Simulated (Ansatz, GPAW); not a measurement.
# Ballistic transport through benzoquinonedithiol between two Al chains, from relaxation to T(E), part 3 of 4

Wanted: T(E) of benzoquinonedithiol between two Al chains at a relaxed geometry in two programs, beside the unrelaxed structure.

GPAW 26.7.0 and Ansatz 0.2.0; Ansatz plane waves; relaxation of the junction with the lead ends held; PAW set soft_1 (the session's first sound run).

So far, open channels of the lead at the Fermi level (one spin): step 3 (plane waves, PBE) 2.

### Step 4. Double-zeta polarised basis

Localised orbitals split the wire into layers that couple to their neighbours alone, which is what the Green's function method needs; double zeta with polarisation is the usual level for numbers.

This step: GPAW LCAO, PAW setups; Landauer transmission from Green's functions with principal layers (ASE), zero bias (GPAW 26.7.0).

Input file run.py:

```python
import json
import numpy as np
from ase import Atoms
from ase.transport.calculators import TransportCalculator
from gpaw import GPAW, FermiDirac
from gpaw.lcao.tools import get_lcao_hamiltonian
from scipy.linalg import eigh

# The junction with lead layers at both ends, along the third cell vector
device = Atoms(
    ['Al', 'Al', 'Al', 'Al', 'Al', 'Al', 'Al', 'S', 'H', 'C', 'C', 'O', 'C', 'C', 'O', 'C', 'C', 'H', 'S', 'Al', 'Al', 'Al', 'Al', 'Al', 'Al', 'Al'],
    positions=[
        [5.91368, 4.50000, 1.20000],
        [5.91368, 4.50000, 3.60000],
        [5.91368, 4.50000, 6.00000],
        [5.91368, 4.50000, 8.40000],
        [5.91368, 4.50000, 10.80000],
        [4.93261, 3.90140, 13.14518],
        [5.92154, 4.51728, 15.55500],
        [4.63754, 3.82564, 17.27066],
        [7.49443, 3.85534, 18.30312],
        [5.43287, 4.20594, 18.80397],
        [6.76479, 4.13949, 19.06277],
        [3.26692, 4.60361, 19.74109],
        [4.48330, 4.55595, 19.92028],
        [7.34304, 4.42235, 20.38565],
        [8.55952, 4.37632, 20.56463],
        [5.06127, 4.83446, 21.24432],
        [6.39318, 4.76790, 21.50321],
        [4.33123, 5.11709, 22.00430],
        [7.19055, 5.14529, 23.03596],
        [5.90160, 4.47349, 24.75536],
        [6.89956, 5.08380, 27.16040],
        [5.91368, 4.50000, 29.50574],
        [5.91368, 4.50000, 31.90574],
        [5.91368, 4.50000, 34.30574],
        [5.91368, 4.50000, 36.70574],
        [5.91368, 4.50000, 39.10574]],
    cell=[[11.82736, 0.0, 0.0], [0.0, 9.0, 0.0], [0.0, 0.0, 40.30574]],
    pbc=True)

# One principal layer of the lead: the first 4 atoms of the device
lead = Atoms(
    ['Al', 'Al', 'Al', 'Al'],
    positions=[
        [5.91368, 4.50000, 1.20000],
        [5.91368, 4.50000, 3.60000],
        [5.91368, 4.50000, 6.00000],
        [5.91368, 4.50000, 8.40000]],
    cell=[[11.82736, 0.0, 0.0], [0.0, 9.0, 0.0], [0.0, 0.0, 9.6]],
    pbc=True)

settings = dict(mode='lcao', basis='dzp', xc='PBE', h=0.18,
                occupations=FermiDirac(0.1), maxiter=250,
                mixer=dict(beta=0.1, nmaxold=8, weight=100.0),
                convergence=dict(density=0.0001))
energies = np.arange(-2, 2 + 1e-9, 0.025)
eta = 0.0001
n1, n2 = 1, 1
# k and -k transmit alike, so half of the mesh across the current serves
mesh = [(i, j) for i in range(n1) for j in range(n2) if (i, j) <= (-i % n1, -j % n2)]
weights = np.array([1 if (i, j) == (-i % n1, -j % n2) else 2 for i, j in mesh]) / (n1 * n2)

# [... helper functions left out ...]
fermi_lead = ground_state(lead, (1, 1, 12), 'lead.txt')
fermi_device = ground_state(device, (1, 1, 2), 'device.txt')
# [... loop over the mesh left out, but for ...]
        # Shift the lead onto the potential of the device's first layer
        shift = ((H[:, 0, 0] - H0[:, 0, 0]) / S0[0, 0]).real.mean()
# [...]
kT = 8.617333e-5 * 300
bias = [0.1, 0.2, 0.5, 1.0, 1.5, 2.0]
# [... integrals and printing left out ...]
```

The run is started by

```sh
OMP_NUM_THREADS=1 OPENBLAS_NUM_THREADS=1 python run.py
```

The program printed:

```text
basis functions: device 322, principal layer 52
Fermi level: lead -3.3786 eV, device -3.2990 eV; lead shifted by 0.0170 eV
largest coupling past the next layer 1.40e-15 eV, largest misfit of the first layer 0.060 eV
  E-E_F (eV)   T (one spin)  channels
    -2.000    1.6953e-03    1.0000
    -1.975    2.2003e-03    1.0000
    -1.950    9.4400e-03    1.0000
    -1.925    4.6071e-03    1.0000
    -1.900    6.3289e-03    1.0000
    -1.875    8.9861e-03    1.0000
    -1.850    1.3022e-02    1.0000
    -1.825    1.9193e-02    1.0000
    -1.800    2.8707e-02    1.0000
    -1.775    4.3459e-02    1.0000
    -1.750    6.6362e-02    1.0000
    -1.725    1.0176e-01    1.0000
    -1.700    1.5578e-01    1.0000
    -1.675    2.3651e-01    1.0000
    -1.650    3.5344e-01    1.0000
    -1.625    5.1476e-01    1.0000
[...]
1.825    6.2230e-02    3.0000
     1.850    6.4924e-02    3.0000
     1.875    6.7907e-02    3.0000
     1.900    7.1204e-02    3.0000
     1.925    7.4844e-02    3.0000
     1.950    7.8856e-02    3.0000
     1.975    8.3270e-02    3.0000
     2.000    8.8118e-02    3.0000
conductance at 300 K: 0.0058689 G0 a cell; thermopower -84.52 uV/K
current from the zero-bias T(E) at 0.1 V: 0.047686 uA
current from the zero-bias T(E) at 0.2 V: 0.11001 uA
current from the zero-bias T(E) at 0.5 V: 0.78081 uA
current from the zero-bias T(E) at 1.0 V: 11.135 uA
current from the zero-bias T(E) at 1.5 V: 15.544 uA
current from the zero-bias T(E) at 2.0 V: 17.23 uA
```

It took 7.4 min on 1 thread of Arm Neoverse V1, shared host; peak memory 2.2 GiB.

This step gave:

```
conductance                                    : 0.005869 G₀
thermopower                                    : -84.52 μV/K
largest coupling past the next principal layer : 1.40e-15 eV
largest misfit of the first principal layer    : 0.05975 eV
shift that aligns the lead                     : 0.01704 eV
basis functions of the junction                : 322
basis functions of a principal layer           : 52
transmission at the Fermi level (one spin)     : 0.005178
```

One spin. The transmission, zone mean by energy, zero at the Fermi level:

```
energy (eV)  transmission, zone mean
     -2.000                  0.00170
     -1.900                  0.00633
     -1.800                   0.0287
     -1.700                    0.156
     -1.600                    0.716
     -1.550                    0.965
     -1.500                    0.466
     -1.400                   0.0173
     -1.300                  0.00141
     -1.200                  5.3e-11
     -1.100                  5.0e-12
     -1.000                  1.5e-12
     -0.900                        0
     -0.800                  1.3e-12
     -0.700                  5.7e-12
     -0.600                   1.1e-8
     -0.500                  5.4e-12
     -0.400                  9.4e-12
     -0.300                   1.2e-4
     -0.200                   4.6e-4
     -0.100                  0.00167
      0.000                  0.00518
      0.100                   0.0149
      0.200                   0.0492
      0.300                    0.243
      0.400                    0.995
      0.500                    0.415
      0.600                    0.213
      0.700                    0.142
      0.800                    0.104
      0.900                   0.0778
      1.000                   0.0618
      1.100                   0.0528
      1.200                   0.0474
      1.300                   0.0446
      1.400                   0.0438
      1.500                   0.0448
      1.600                   0.0475
      1.700                   0.0523
      1.800                   0.0598
      1.900                   0.0712
      2.000                   0.0881
```

Crossings of the lead's bands, unfolded to its shortest repeat. The open channels, zone mean by energy, zero at the Fermi level:

```
energy (eV)  open channels, zone mean
     -2.000                         1
     -1.900                         1
     -1.800                         1
     -1.700                         1
     -1.600                         1
     -1.500                         1
     -1.400                         1
     -1.300                         1
     -1.200                         0
     -1.100                         0
     -1.000                         0
     -0.900                         0
     -0.800                         0
     -0.700                         0
     -0.600                         0
     -0.500                         0
     -0.400                         0
     -0.300                         2
     -0.200                         2
     -0.100                         2
      0.000                         2
      0.100                         2
      0.200                         2
      0.300                         2
      0.400                         2
      0.500                         2
      0.600                         2
      0.700                         2
      0.800                         2
      0.900                         2
      1.000                         3
      1.100                         3
      1.200                         3
      1.300                         3
      1.400                         3
      1.500                         3
      1.600                         3
      1.700                         3
      1.800                         3
      1.900                         3
      2.000                         3
```

Not self-consistent under bias; the bias window is split evenly. Table of current through one cell, from the zero-bias transmission by bias:

```
bias (V)  current through one cell, from the zero-bias transmission (μA)
   0.100                                                          0.0477
   0.200                                                           0.110
   0.500                                                           0.781
   1.000                                                            11.1
   1.500                                                            15.5
   2.000                                                            17.2
```

The transmission of the three most open eigenchannels by energy, zero at the Fermi level:

```
energy (eV)  channel 1  channel 2  channel 3
     -2.000    0.00170          0          0
     -1.900    0.00633          0          0
     -1.800     0.0287          0          0
     -1.700      0.156          0          0
     -1.600      0.716          0          0
     -1.500      0.466          0          0
     -1.400     0.0173          0          0
     -1.300    0.00141          0          0
     -1.200    5.3e-11          0          0
     -1.100    5.0e-12          0          0
     -1.000    1.5e-12          0          0
     -0.900          0          0          0
     -0.800    1.3e-12          0          0
     -0.700    5.7e-12          0          0
     -0.600     1.1e-8          0          0
     -0.500    5.4e-12          0          0
     -0.400    9.4e-12          0          0
     -0.300     1.1e-4     1.7e-5          0
     -0.200     2.6e-4     2.0e-4          0
     -0.100    0.00117     5.0e-4          0
      0.000    0.00443     7.5e-4          0
      0.100     0.0140     9.4e-4          0
      0.200     0.0481    0.00108          0
      0.300      0.242    0.00123          0
      0.400      0.994    0.00138          0
      0.500      0.413    0.00148          0
      0.600      0.212    0.00148          0
      0.700      0.141    0.00135          0
      0.800      0.102    0.00107          0
      0.900     0.0771     6.9e-4    2.1e-12
      1.000     0.0612     6.1e-4     2.4e-5
      1.100     0.0520     7.3e-4     7.8e-5
      1.200     0.0464     8.9e-4     1.4e-4
      1.300     0.0433    0.00110     2.1e-4
      1.400     0.0422    0.00135     2.8e-4
      1.500     0.0429    0.00159     3.4e-4
      1.600     0.0453    0.00181     3.9e-4
      1.700     0.0499    0.00198     4.3e-4
      1.800     0.0572    0.00210     4.7e-4
      1.900     0.0685    0.00218     5.0e-4
      2.000     0.0854    0.00223     5.3e-4
```

At the Fermi level T is 0.00518 against 0.00599 in plane waves. Couplings past the next layer reach 1.4e-15 eV, small enough to drop; the matrix elements of the cell's first layer differ from the bulk lead's by up to 0.060 eV. That layer keeps its own values in the calculation, and only beyond it is the lead taken as perfect. The Fermi levels of lead and junction count from different zeros of potential, one for each periodic cell; with both set to zero, the small remaining shift is what aligns them. By hand: G = 0.005869 × 77.48 μS = 0.455 μS, a resistance of 2199 kΩ; at 0.1 V a linear junction would pass 0.0455 μA, and the integral over the bias window gives 0.0477 μA. Mott's formula, S = -(π²/3)(k_B²T/e) d ln T/dE, has the prefactor 7.33 μV/K·eV at 300 K; T = 0.003956 at -0.025 eV and 0.006744 at 0.025 eV give a slope of 10.7 per eV and S = -78.2 μV/K, beside -84.5 μV/K from the thermal integral, which interpolates the same grid.

### Step 5. GPAW, szp: basis = "szp(dzp)"

One radial function a shell plus polarisation makes the matrices smaller; the question is what that costs.

run.py, as its differences from that of step 4:

```diff
@@ -52,3 +52,3 @@
 
-settings = dict(mode='lcao', basis='dzp', xc='PBE', h=0.18,
+settings = dict(mode='lcao', basis='szp(dzp)', xc='PBE', h=0.18,
                 occupations=FermiDirac(0.1), maxiter=250,
```

The program printed:

```text
basis functions: device 224, principal layer 36
Fermi level: lead -3.8619 eV, device -3.7547 eV; lead shifted by 0.0236 eV
largest coupling past the next layer 1.42e-15 eV, largest misfit of the first layer 0.068 eV
  E-E_F (eV)   T (one spin)  channels
    -2.000    5.4977e-03    1.0000
    -1.975    7.3254e-03    1.0000
    -1.950    9.9226e-03    1.0000
[...]
1.975    1.5027e-01    3.0000
     2.000    1.6189e-01    3.0000
conductance at 300 K: 0.012852 G0 a cell; thermopower -103.7 uV/K
current from the zero-bias T(E) at 0.1 V: 0.10666 uA
current from the zero-bias T(E) at 0.2 V: 0.26261 uA
current from the zero-bias T(E) at 0.5 V: 2.6179 uA
current from the zero-bias T(E) at 1.0 V: 12.85 uA
current from the zero-bias T(E) at 1.5 V: 15.911 uA
current from the zero-bias T(E) at 2.0 V: 17.657 uA
```

The job ended after 6.3 min (1 thread; peak memory 2.2 GiB).

This step gave:

| Quantity | Value |
| --- | --- |
| conductance | 0.01285 G₀ |
| thermopower | -103.7 μV/K |
| largest coupling past the next principal layer | 1.42e-15 eV |
| largest misfit of the first principal layer | 0.06754 eV |
| shift that aligns the lead | 0.02357 eV |
| basis functions of the junction | 224 |
| basis functions of a principal layer | 36 |
| transmission at the Fermi level (one spin) | 0.01074 |

The conductance, 0.0129 G₀, lies 119 % above that of the dzp run.

### Step 6. Minimal basis

The minimal basis is the cheapest rung: no second zeta and no polarisation.

run.py, as its differences from that of step 5:

```diff
@@ -52,3 +52,3 @@
 
-settings = dict(mode='lcao', basis='szp(dzp)', xc='PBE', h=0.18,
+settings = dict(mode='lcao', basis='sz(dzp)', xc='PBE', h=0.18,
                 occupations=FermiDirac(0.1), maxiter=250,
```

The program printed:

```text
basis functions: device 98, principal layer 16
Fermi level: lead -4.1227 eV, device -3.9949 eV; lead shifted by 0.0330 eV
largest coupling past the next layer 8.63e-16 eV, largest misfit of the first layer 0.086 eV
  E-E_F (eV)   T (one spin)  channels
    -2.000    1.2175e-02    1.0000
    -1.975    1.7947e-02    1.0000
    -1.950    2.8745e-02    1.0000
[...]
1.975    1.0053e-01    3.0000
     2.000    1.0628e-01    3.0000
conductance at 300 K: 0.020034 G0 a cell; thermopower -103.5 uV/K
current from the zero-bias T(E) at 0.1 V: 0.16641 uA
current from the zero-bias T(E) at 0.2 V: 0.41049 uA
current from the zero-bias T(E) at 0.5 V: 3.7444 uA
current from the zero-bias T(E) at 1.0 V: 13.742 uA
current from the zero-bias T(E) at 1.5 V: 16.826 uA
current from the zero-bias T(E) at 2.0 V: 18.755 uA
```

Elapsed: 4.5 min, on 1 thread; peak memory 2 GiB.

Numbers from this step:

```
conductance                                    : 0.02003 G₀
thermopower                                    : -103.5 μV/K
largest coupling past the next principal layer : 8.63e-16 eV
largest misfit of the first principal layer    : 0.08637 eV
shift that aligns the lead                     : 0.03300 eV
basis functions of the junction                : 98
basis functions of a principal layer           : 16
transmission at the Fermi level (one spin)     : 0.01669
```

One spin. The transmission, zone mean by energy, zero at the Fermi level:

```
energy (eV)  transmission, zone mean
     -2.000                   0.0122
     -1.900                   0.0755
     -1.800                    0.425
     -1.750                    0.519
     -1.700                   3.8e-4
     -1.600                  4.7e-10
     -1.500                  8.1e-12
     -1.400                        0
     -1.300                        0
     -1.200                        0
     -1.100                        0
     -1.000                        0
     -0.900                        0
     -0.800                        0
     -0.700                  5.3e-12
     -0.600                   6.7e-9
     -0.500                        0
     -0.400                  2.4e-11
     -0.300                   2.3e-4
     -0.200                  0.00102
     -0.100                  0.00456
      0.000                   0.0167
      0.100                   0.0585
      0.200                    0.281
      0.300                    0.980
      0.400                    0.383
      0.500                    0.212
      0.600                    0.159
      0.700                    0.132
      0.800                    0.111
      0.900                   0.0943
      1.000                   0.0815
      1.100                   0.0721
      1.200                   0.0658
      1.300                   0.0619
      1.400                   0.0602
      1.500                   0.0602
      1.600                   0.0622
      1.700                   0.0665
      1.800                   0.0742
      1.900                   0.0867
      2.000                    0.106
```

The conductance, 0.0200 G₀, lies 241 % above that of the dzp run.

### Step 7. LDA in the dzp basis: xc = "LDA"

Back in the dzp basis, the functional changes from PBE to LDA, to set the spread between functionals beside that between bases.

run.py, as its differences from that of step 6:

```diff
@@ -52,3 +52,3 @@
 
-settings = dict(mode='lcao', basis='sz(dzp)', xc='PBE', h=0.18,
+settings = dict(mode='lcao', basis='dzp', xc='LDA', h=0.18,
                 occupations=FermiDirac(0.1), maxiter=250,
```

The program printed:

```text
basis functions: device 322, principal layer 52
Fermi level: lead -3.5086 eV, device -3.4515 eV; lead shifted by 0.0188 eV
largest coupling past the next layer 9.93e-16 eV, largest misfit of the first layer 0.062 eV
  E-E_F (eV)   T (one spin)  channels
    -2.000    1.4040e-03    1.0000
    -1.975    1.8728e-03    1.0000
    -1.950    2.5408e-03    1.0000
[...]
1.975    9.6989e-02    3.0000
     2.000    1.0293e-01    3.0000
conductance at 300 K: 0.0083796 G0 a cell; thermopower -89.37 uV/K
current from the zero-bias T(E) at 0.1 V: 0.068447 uA
current from the zero-bias T(E) at 0.2 V: 0.16051 uA
current from the zero-bias T(E) at 0.5 V: 1.2678 uA
current from the zero-bias T(E) at 1.0 V: 12.179 uA
current from the zero-bias T(E) at 1.5 V: 15.911 uA
current from the zero-bias T(E) at 2.0 V: 17.539 uA
```

Elapsed: 6.1 min, on 1 thread; peak memory 2.2 GiB.

This step gave:

```
conductance                                    : 0.008380 G₀
thermopower                                    : -89.37 μV/K
largest coupling past the next principal layer : 9.93e-16 eV
largest misfit of the first principal layer    : 0.06174 eV
shift that aligns the lead                     : 0.01884 eV
basis functions of the junction                : 322
basis functions of a principal layer           : 52
transmission at the Fermi level (one spin)     : 0.007294
```

The conductance, 0.00838 G₀, lies 43 % above that of the dzp run.

(Continued in part 4 of 4.)

[Logs are printed without paths, hosts, clocks, repeated set-up lines and the standing remarks that a program may print on its own settings, such as how far it seeks lower states.]

[Hosts, paths, dates, database ids (printed as entryN), source tags and the programs' standing remarks are cut or masked in the printed files.]
